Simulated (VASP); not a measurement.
# Sb2Pt (Geversite) (Pa-3) in VASP: notebook

Runs on Sb2Pt (Geversite). Level: PBE. Tasks: single point.

Everything below comes from runs of VASP 6.6.1. Logs are shortened: lines on timing, memory, paths and dates and some standing lists are left out, and cuts for length are marked.

**What was measured.**

A printed reference work, data compilation reports, for a bulk crystal of Sb2Pt: band gap 0.11 eV.

The results are compared with them further down.

### 1 The cell of the first run

Symmetry: Pa-3, No. 205, cubic system. The conventional cell has a = 6.442 Å, b = 6.442 Å, c = 6.442 Å, α = 90.00°, β = 90.00°, γ = 90.00°. Sb (site symmetry 3) has 3 Pt at 2.67 Å and 1 Sb at 2.78 Å within 3.5 Å. Within 3.5 Å of Pt (site symmetry -3) lie 6 Sb at 2.67 Å.

### 2 Single point, PBE

Contents of INCAR:

```
SYSTEM = Sb2Pt
ALGO = Normal ; EDIFF = 1E-7
ENCUT = 520 ; GGA = PE
ISIF = 2 ; ISMEAR = 0
LASPH = .TRUE. ; LCHARG = .FALSE.
LREAL = .FALSE. ; LWAVE = .FALSE.
NBANDS = 52 ; NELM = 100
PREC = Accurate ; SIGMA = 0.1
```

Contents of KPOINTS:

```
k-points
0
G
  4 4 4
  0 0 0
```

Contents of POSCAR:

```
Sb2Pt
1.0
    6.4423000000      0.0000000000      0.0000000000
    0.0000000000      6.4423000000      0.0000000000
    0.0000000000      0.0000000000      6.4423000000
Sb Pt
8 4
Direct
    0.3753000000      0.3753000000      0.3753000000
    0.1247000000      0.6247000000      0.8753000000
    0.8753000000      0.1247000000      0.6247000000
    0.6247000000      0.8753000000      0.1247000000
    0.6247000000      0.6247000000      0.6247000000
    0.8753000000      0.3753000000      0.1247000000
    0.1247000000      0.8753000000      0.3753000000
    0.3753000000      0.1247000000      0.8753000000
    0.0000000000      0.0000000000      0.0000000000
    0.5000000000      0.0000000000      0.5000000000
    0.5000000000      0.5000000000      0.0000000000
    0.0000000000      0.5000000000      0.5000000000
```

Potentials or basis: VASP PAW PBE potentials, release 64 (Sb, Pt).

Started as:

```
$ cat potpaw_PBE.64/Sb/POTCAR potpaw_PBE.64/Pt/POTCAR > POTCAR
$ mpirun -np 1 vasp_std > vasp.out
```

OUTCAR:

```text
SYSTEM = Sb2Pt
   EDIFF = 1E-7
   ENCUT = 520
   GGA = PE
   ISIF = 2
   ISMEAR = 0
   LASPH = .TRUE.
   LREAL = .FALSE.
   NELM = 100
   PREC = Accurate

 ion  position               nearest neighbor table
   1  0.375  0.375  0.375-  10 2.67  11 2.67  12 2.67   5 2.78   6 3.60   7 3.60   8 3.60   8 3.60
                             7 3.60   6 3.60
   2  0.125  0.625  0.875-   9 2.67  11 2.67  12 2.67   6 2.78   5 3.60   7 3.60   8 3.60   7 3.60
                             8 3.60   5 3.60
   3  0.875  0.125  0.625-   9 2.67  10 2.67  12 2.67   7 2.78   6 3.60   5 3.60   8 3.60   6 3.60
                             5 3.60   8 3.60
   4  0.625  0.875  0.125-   9 2.67  10 2.67  11 2.67   8 2.78   6 3.60   7 3.60   5 3.60   5 3.60
                             6 3.60   7 3.60
   5  0.625  0.625  0.625-  10 2.67  11 2.67  12 2.67   1 2.78   2 3.60   3 3.60   4 3.60   4 3.60
                             3 3.60   2 3.60
   6  0.875  0.375  0.125-   9 2.67  11 2.67  12 2.67   2 2.78   1 3.60   3 3.60   4 3.60   3 3.60
                             4 3.60   1 3.60
   7  0.125  0.875  0.375-   9 2.67  10 2.67  12 2.67   3 2.78   2 3.60   1 3.60   4 3.60   2 3.60
                             1 3.60   4 3.60
   8  0.375  0.125  0.875-   9 2.67  10 2.67  11 2.67   4 2.78   2 3.60   3 3.60   1 3.60   1 3.60
                             2 3.60   3 3.60
   9  0.000  0.000  0.000-   2 2.67   3 2.67   4 2.67   6 2.67   7 2.67   8 2.67
  10  0.500  0.000  0.500-   1 2.67   3 2.67   4 2.67   5 2.67   7 2.67   8 2.67
  11  0.500  0.500  0.000-   1 2.67   2 2.67   4 2.67   5 2.67   6 2.67   8 2.67
  12  0.000  0.500  0.500-   1 2.67   2 2.67   3 2.67   5 2.67   6 2.67   7 2.67

  LATTYP: Found a simple cubic cell.
 ALAT       =     6.4423000000

  Lattice vectors:

 A1 = (   6.4423000000,   0.0000000000,   0.0000000000)
 A2 = (   0.0000000000,   6.4423000000,   0.0000000000)
 A3 = (   0.0000000000,   0.0000000000,   6.4423000000)

Analysis of symmetry for initial positions (statically):
=====================================================================
 Subroutine PRICEL returns:
 Original cell was already a primitive cell.

 Routine SETGRP: Setting up the symmetry group for a
 simple cubic supercell.

 Subroutine GETGRP returns: Found 24 space group operations
 (whereof  6 operations were pure point group operations)
 out of a pool of 48 trial point group operations.

The static configuration has the point symmetry S_6 .
 The point group associated with its full space group is T_h .

Analysis of symmetry for dynamics (positions and initial velocities):
=====================================================================
 Subroutine PRICEL returns:
 Original cell was already a primitive cell.

 Routine SETGRP: Setting up the symmetry group for a
 simple cubic supercell.

 Subroutine GETGRP returns: Found 24 space group operations
 (whereof  6 operations were pure point group operations)
 out of a pool of 48 trial point group operations.

The dynamic configuration has the point symmetry S_6 .
 The point group associated with its full space group is T_h .

 Subroutine INISYM returns: Found 24 space group operations
 (whereof  6 operations are pure point group operations),
 and found     1 'primitive' translations

----------------------------------------------------------------------------------------

                                     Primitive cell

  volume of cell :     267.3763

  direct lattice vectors                    reciprocal lattice vectors
     6.442300000  0.000000000  0.000000000     0.155224066  0.000000000  0.000000000
     0.000000000  6.442300000  0.000000000     0.000000000  0.155224066  0.000000000
     0.000000000  0.000000000  6.442300000     0.000000000  0.000000000  0.155224066

  length of vectors
     6.442300000  6.442300000  6.442300000     0.155224066  0.155224066  0.155224066

  position of ions in fractional coordinates (direct lattice)
     0.375300000  0.375300000  0.375300000
     0.124700000  0.624700000  0.875300000
     0.875300000  0.124700000  0.624700000
     0.624700000  0.875300000  0.124700000
     0.624700000  0.624700000  0.624700000
     0.875300000  0.375300000  0.124700000
     0.124700000  0.875300000  0.375300000
     0.375300000  0.124700000  0.875300000
     0.000000000  0.000000000  0.000000000
     0.500000000  0.000000000  0.500000000
     0.500000000  0.500000000  0.000000000
     0.000000000  0.500000000  0.500000000

  ion indices of the primitive-cell ions
   primitive index   ion index
                 1           1
                 2           2
                 3           3
                 4           4
                 5           5
                 6           6
                 7           7
                 8           8
                 9           9
                10          10
                11          11
                12          12

----------------------------------------------------------------------------------------

 KPOINTS: k-points

Automatic generation of k-mesh.
 Grid dimensions read from file:
 generate k-points for:    4    4    4

 Generating k-lattice:

  Cartesian coordinates                     Fractional coordinates (reciprocal lattice)
     0.038806016  0.000000000  0.000000000     0.250000000  0.000000000  0.000000000
     0.000000000  0.038806016  0.000000000     0.000000000  0.250000000  0.000000000
     0.000000000  0.000000000  0.038806016     0.000000000  0.000000000  0.250000000

  Length of vectors
     0.038806016  0.038806016  0.038806016

  Shift w.r.t. Gamma in fractional coordinates (k-lattice)
     0.000000000  0.000000000  0.000000000

 Subroutine IBZKPT returns following result:
 ===========================================

 Found     11 irreducible k-points:

 Following reciprocal coordinates:
            Coordinates               Weight
  0.000000  0.000000  0.000000      1.000000
  0.250000  0.000000  0.000000      6.000000
  0.500000  0.000000  0.000000      3.000000
  0.250000  0.250000  0.000000     12.000000
  0.500000  0.250000  0.000000      6.000000
 -0.250000  0.500000  0.000000      6.000000
  0.500000  0.500000  0.000000      3.000000
  0.250000  0.250000  0.250000      8.000000
  0.500000  0.250000  0.250000     12.000000
  0.500000  0.500000  0.250000      6.000000
  0.500000  0.500000  0.500000      1.000000
   k-points           NKPTS =     11   k-points in BZ     NKDIM =     11   number of bands    NBANDS=     52
   number of dos      NEDOS =    301   number of ions     NIONS =     12
   total plane-waves  NPLWV = 110592
   dimension x,y,z NGX =    48 NGY =   48 NGZ =   48
   dimension x,y,z NGXF=    96 NGYF=   96 NGZF=   96
   ions per type =               8   4
   NGX,Y,Z   is equivalent  to a cutoff of  12.39, 12.39, 12.39 a.u.
   NGXF,Y,Z  is equivalent  to a cutoff of  24.77, 24.77, 24.77 a.u.
 SYSTEM =  Sb2Pt
   PREC   = accura    normal or accurate (medium, high low for compatibility)
   ISTART =      0    job   : 0-new  1-cont  2-samecut
   ICHARG =      2    charge: 1-file 2-atom 10-const
   ISPIN  =      1    spin polarized calculation?
   LNONCOLLINEAR =      F non collinear calculations
   LSORBIT =      F    spin-orbit coupling
   LASPH  =      T    aspherical Exc in radial PAW
   ENCUT  =  520.0 eV  38.22 Ry    6.18 a.u.  11.98 11.98 11.98*2*pi/ulx,y,z
   NELM   =    100;   NELMIN=  2; NELMDL= -5     # of ELM steps
   EDIFF  = 0.1E-06   stopping-criterion for ELM
   LREAL  =      F    real-space projection
   EDIFFG = 0.1E-05   stopping-criterion for IOM
   NSW    =      0    number of steps for IOM
   IBRION =     -1    ionic relax: 0-MD 1-quasi-New 2-CG
   NFREE  =      0    steps in history (QN), initial steepest desc. (CG)
   ISIF   =      2    stress and relaxation
   ISYM   =      2    0-nonsym 1-usesym 2-fastsym
   POTIM  = 0.5000    time-step for ionic-motion
   TEBEG  =    0.0;   TEEND  =   0.0 temperature during run
   PSTRESS=    0.0 pullay stress
   NELECT =      80.0000    total number of electrons
   NUPDOWN=      -1.0000    fix difference up-down
   EMIN   =  10.00;   EMAX   =-10.00  energy-range for DOS
   EFERMI =   0.00;   METHOD = LEGACY
   ISMEAR =     0;   SIGMA  =   0.10  broadening in eV -4-tet -1-fermi 0-gaus
   EFERMI_NEDOS =   21; number of points for ismear=-14 and -15
   IALGO  =     38    algorithm
   IMIX   =      4    mixing-type and parameters
     AMIX     =   0.40;   BMIX     =  1.00
     AMIX_MAG =   1.60;   BMIX_MAG =  1.00
  volume/ion in A,a.u.               =      22.28       150.36
  Fermi-wavevector in a.u.,A,eV,Ry     =   1.094957  2.069169 16.312456  1.198932
  Thomas-Fermi vector in A             =   2.231272
   LORBIT       =      0    0 simple, 1 ext, 2 COOP (PROOUT), +10 PAW based schemes
   GGA     = PE    functional components
   LHFCALC =     F    Hartree Fock is set to
   AEXX    =    0.0000 exact exchange contribution
   IVDW    =     0    specifies the selected vdW correction
   LEPSILON=     F    determine dielectric tensor
   LRPA    =     F    only Hartree local field effects (RPA)
 non-spin polarized calculation
 Gauss-broadening in eV      SIGMA  =   0.10
  energy-cutoff  :      520.00
  volume of cell :      267.38
 maximum number of plane-waves:      7248
   NGX = 23   NGY = 23   NGZ = 23

 number of electron      80.0000001 magnetization

 Free energy of the ion-electron system (eV)
  ---------------------------------------------------
  ext. energy  EPLUGINS =         0.00000000
  ---------------------------------------------------
  free energy    TOTEN  =       -63.03256959 eV

  energy without entropy =      -63.02076444  energy(sigma->0) =      -63.02666701

 E-fermi :   9.3896     XC(G=0): -10.9725

 val. band max:        9.3743868406   @ k =   0.0000   0.0000   0.0000
 cond. band min:       9.4297102587   @ k =   0.2500   0.0000   0.0000
 fundamental gap:      0.0553234181
 Fermi energy:         9.3895611006

 k-point     1 :       0.0000    0.0000    0.0000
  band No.  band energies     occupation
      1      -3.4495      2.00000
      2      -1.1730      2.00000
      3      -1.1730      2.00000
      4      -1.1730      2.00000
      5       0.3611      2.00000
      6       0.3611      2.00000
[... 44 lines left out ...]
     51      14.0202      0.00000
     52      14.2312      0.00000

 k-point     2 :       0.2500    0.0000    0.0000
  band No.  band energies     occupation
      1      -3.2221      2.00000
      2      -1.6905      2.00000
      3      -1.0562      2.00000
      4      -1.0409      2.00000
      5       0.3790      2.00000
      6       0.3897      2.00000
[... 44 lines left out ...]
     51      13.7378      0.00000
     52      14.1496      0.00000

 k-point     3 :       0.5000    0.0000    0.0000
  band No.  band energies     occupation
      1      -2.5768      2.00000
      2      -2.5768      2.00000
      3      -0.8975      2.00000
      4      -0.8975      2.00000
      5       0.4333      2.00000
      6       0.4333      2.00000
[... 44 lines left out ...]
     51      13.7205      0.00000
     52      13.7205      0.00000
[... 331 lines left out ...]
 k-point    10 :       0.5000    0.5000    0.2500
  band No.  band energies     occupation
      1      -1.5858      2.00000
      2      -1.5858      2.00000
      3      -1.5858      2.00000
      4      -1.5858      2.00000
      5      -0.0725      2.00000
      6      -0.0725      2.00000
[... 44 lines left out ...]
     51      12.7634      0.00000
     52      12.7634      0.00000

 k-point    11 :       0.5000    0.5000    0.5000
  band No.  band energies     occupation
      1      -1.2658      2.00000
      2      -1.2658      2.00000
      3      -1.2658      2.00000
      4      -1.2658      2.00000
      5      -0.5655      2.00000
      6      -0.5655      2.00000
[... 44 lines left out ...]
     51      12.1088      0.00000
     52      12.1088      0.00000

------------------------ aborting loop because EDIFF is reached ----------------------------------------

  FORCE on cell =-STRESS in cart. coord.  units (eV):
  Direction    XX          YY          ZZ          XY          YZ          ZX
  --------------------------------------------------------------------------------------
  -------------------------------------------------------------------------------------
  Total        9.9264643      9.9264643      9.9264643     -0.0000000      0.0000000      0.0000000
  in kB       59.4815578     59.4815578     59.4815578     -0.0000000      0.0000000      0.0000000
  external PRESSURE =      59.4815578 kB  Pullay stress =       0.0000000 kB

 VOLUME and BASIS-vectors are now :
 -----------------------------------------------------------------------------
  energy-cutoff  :      520.00
  volume of cell :      267.38
      direct lattice vectors                 reciprocal lattice vectors
     6.442300000  0.000000000  0.000000000     0.155224066  0.000000000  0.000000000
     0.000000000  6.442300000  0.000000000     0.000000000  0.155224066  0.000000000
     0.000000000  0.000000000  6.442300000     0.000000000  0.000000000  0.155224066

 POSITION                                       TOTAL-FORCE (eV/Angst)
 -----------------------------------------------------------------------------------
      2.41780      2.41780      2.41780        -0.090027     -0.090027     -0.090027
      0.80335      4.02450      5.63895         0.090027      0.090027     -0.090027
      5.63895      0.80335      4.02450        -0.090027      0.090027      0.090027
      4.02450      5.63895      0.80335         0.090027     -0.090027      0.090027
      4.02450      4.02450      4.02450         0.090027      0.090027      0.090027
      5.63895      2.41780      0.80335        -0.090027     -0.090027      0.090027
      0.80335      5.63895      2.41780         0.090027     -0.090027     -0.090027
      2.41780      0.80335      5.63895        -0.090027      0.090027     -0.090027
      0.00000      0.00000      0.00000         0.000000      0.000000     -0.000000
      3.22115      0.00000      3.22115         0.000000      0.000000     -0.000000
      3.22115      3.22115      0.00000         0.000000      0.000000     -0.000000
      0.00000      3.22115      3.22115         0.000000      0.000000     -0.000000
 -----------------------------------------------------------------------------------
    total drift:                               -0.000000      0.000000     -0.000000

  FREE ENERGIE OF THE ION-ELECTRON SYSTEM (eV)
  ---------------------------------------------------
  free  energy   TOTEN  =       -63.0325695906 eV

  energy  without entropy=      -63.0207644363  energy(sigma->0) =      -63.02666701
```

Wall time 3.7 min (1 thread of Oxide Virtual Turin-like, shared host); peak memory 0.36 GiB.

What came out:

```
Free energy            : -63.0326 eV
Pressure               : 5.9 GPa
Largest force          : 0.156 eV/Å
Band gap on the k mesh : zero (band 40 reaches 9.43 eV, above the bottom of band 41 at 9.35 eV)
```

Forces on the atoms (eV/Å):
```
Sb  -0.090 -0.090 -0.090
Sb   0.090  0.090 -0.090
Sb  -0.090  0.090  0.090
Sb   0.090 -0.090  0.090
Sb   0.090  0.090  0.090
Sb  -0.090 -0.090  0.090
Sb   0.090 -0.090 -0.090
Sb  -0.090  0.090 -0.090
Pt   0.000  0.000  0.000
Pt   0.000  0.000  0.000
Pt   0.000  0.000  0.000
Pt   0.000  0.000  0.000
```

Caveat: spin-orbit coupling is left out, which moves the levels of the heavy elements.

### 3 Single point, PBE

This run uses another cell than the first one, of 23.46 Å³/atom, 1.053 times its volume.

Contents of INCAR:

```
ALGO = Normal
EDIFF = 1E-6
ENCUT = 520
GGA = PE
ISIF = 2
ISMEAR = 0
LASPH = True
LCHARG = False
LREAL = False
LWAVE = False
NBANDS = 52
NELM = 60
PREC = Accurate
SIGMA = 0.1
```

Contents of KPOINTS:

```
k-points
0
Gamma
  6 6 6
```

Contents of POSCAR:

```
Sb2Pt
1.0
    6.5535521893      0.0000000000      0.0000000000
    0.0000000000      6.5535521893      0.0000000000
    0.0000000000      0.0000000000      6.5535521893
Sb Pt
8 4
Direct
    0.3749685917      0.3749685917      0.3749685917
    0.1250314083      0.6250314083      0.8749685917
    0.8749685917      0.1250314083      0.6250314083
    0.6250314083      0.8749685917      0.1250314083
    0.6250314083      0.6250314083      0.6250314083
    0.8749685917      0.3749685917      0.1250314083
    0.1250314083      0.8749685917      0.3749685917
    0.3749685917      0.1250314083      0.8749685917
    0.0000000000      0.0000000000      0.0000000000
    0.5000000000      0.0000000000      0.5000000000
    0.5000000000      0.5000000000      0.0000000000
    0.0000000000      0.5000000000      0.5000000000
```

Potentials or basis: VASP PAW PBE potentials, release 64 (Sb, Pt).

Started as:

```
$ cat potpaw_PBE.64/Sb/POTCAR potpaw_PBE.64/Pt/POTCAR > POTCAR
$ mpirun -np 1 vasp_std > vasp.out
```

It took 9.2 min on 1 thread of Oxide Virtual Turin-like, shared host; peak memory 0.48 GiB.

The run converged. Its results:

```
Free energy            : -63.2260 eV
Pressure               : -0.3 GPa
Band gap on the k mesh : zero (band 40 reaches 8.63 eV, above the bottom of band 41 at 8.42 eV)
```

Levels at points of the mesh, in eV from the Fermi level:
```tsv
k point	band 37	band 38	band 39	band 40	band 41	band 42	band 43	band 44
(0.00, 0.00, 0.00)	-1.75	-0.49	-0.49	-0.49	-0.07	-0.07	-0.07	0.97
(0.50, 0.00, 0.00)	-1.39	-1.39	-0.64	-0.64	0.75	0.75	1.42	1.42
(0.50, 0.50, 0.00)	-0.70	-0.70	-0.70	-0.70	1.61	1.61	1.61	1.61
(0.50, 0.50, 0.50)	-0.61	-0.61	-0.61	-0.61	-0.20	-0.20	-0.20	-0.20
```

Caveat: spin-orbit coupling is left out, which moves the levels of the heavy elements.

### 4 How close it comes

Step 3. Against the measured gap of Sb2Pt, 0.11 eV (a printed reference work, data compilation), the calculated 0.00 eV is off by -0.11 eV. Spin-orbit coupling on Pt, Sb is left out. The value is that of PBE on a finite k mesh, which can miss the band edges, without temperature or zero-point motion. Semilocal functionals fall short of measured gaps as a rule.
